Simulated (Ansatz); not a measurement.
**BP under changes of volume**

One of the cells (11.682 Å³/atom); the others are scaled copies at fixed shape and fractional positions:

```
CELL_PARAMETERS angstrom
0.00000 2.26900 2.26900
2.26900 0.00000 2.26900
2.26900 2.26900 0.00000
ATOMIC_POSITIONS crystal
P 0.75000 0.75000 0.75000
B 0.00000 0.00000 0.00000
```

```yaml
Program: Ansatz 0.2.0
Functional: RPBE
Potentials_or_basis: Ansatz PAW
Cutoff: "420 eV (not typed: the program's choice for these potentials)"
k_mesh: 10 × 10 × 10
Occupations: fermi-dirac, width 0.05 eV
Spin: no spin polarisation
```

```tsv
volume (Å³/atom)	energy over the lowest point (meV/atom)	pressure (GPa)	gap on the mesh (eV)
10.981	45.35	15.8	1.17
11.214	25.53	11.5	1.20
11.448	11.72	7.5	1.24
11.682	3.36	4.0	1.27
11.915	0.00	0.7	1.29
12.149	1.15	-2.2	1.32
12.383	?	?	?
```

Q: What does the run at 12.383 Å³/atom give?

A: Energy over the lowest point 6.41 meV/atom; pressure -4.9 GPa; gap on the mesh 1.35 eV.

Worked out: A Birch-Murnaghan fit of order 3 (a polynomial in V^(-2/3)) to the other rows has its minimum at 11.97 Å³/atom with B0 = V·E''(V) = 155 GPa and B' = 4.0. It gives 6.39 meV/atom at 12.383 Å³/atom, against the run's 6.41, and -dE/dV = -4.9 GPa, against -4.9. A straight line through the other rows of the gap, of slope 1.49 eV per unit of ln V, extrapolates to 1.35 eV, against the run's 1.35.

Energies are extrapolated to zero smearing.

Caveats: the PAW data sets come from PBE, with cores solved anew for the run's functional, which leaves a small shift of forces and pressure.

A mesh can miss the band edges.
